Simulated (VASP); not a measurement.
# PtSe2: single point with PBE

The system is PtSe2.

```
CELL_PARAMETERS angstrom
1.82050 1.05106 5.48450
-1.82050 1.05106 5.48450
0.00000 -2.10213 5.48450
ATOMIC_POSITIONS crystal
Pt 0.99924 0.99924 0.99924
Se 0.42198 0.42198 0.42198
Se 0.24545 0.24545 0.24545
```

The cell was built by a generator and needn't be a form met in nature.

- Program: VASP 6.6.1
- Task: single point
- Functional: PBE
- Potentials or basis: VASP PAW PBE potentials, release 64 (Pt, Se)
- Cutoff: 520 eV
- k mesh: 6 × 6 × 6
- Occupations: methfessel-paxton, width 0.5 eV
- Spin: no spin polarisation

- Pressure: 3.5 GPa
- Largest force: 0.322 eV/Å
- Band gap on the k mesh: none (metal or under the smearing width)

Forces in eV/Å, atoms in the order of the input:
```
Pt   0.000  0.000 -0.005
Se   0.000  0.000  0.322
Se   0.000  0.000 -0.317
```

Stress tensor (GPa, compression positive):
```
3.60 0.00 0.00
0.00 3.60 0.00
0.00 0.00 3.20
```

Levels at points of the mesh, in eV from the Fermi level:
```
           k point  band 9  band 10  band 11  band 12  band 13  band 14
(0.00, 0.00, 0.00)    0.09     0.09     0.62     0.86     0.86     2.40
(0.50, 0.00, 0.00)   -2.45    -2.16    -1.48     0.62     1.00     3.36
(0.50, 0.50, 0.00)   -2.77    -2.14    -1.97     0.32     1.76     4.07
(0.50, 0.50, 0.50)   -2.15     0.34     0.34     0.63     0.63     3.23
```

Run time: 61 s on 1 thread of AMD EPYC 9R45 (Zen 5), with other jobs on the host, peak memory 0.29 GiB.

Spin-orbit coupling is left out, which matters for the levels of Pt.
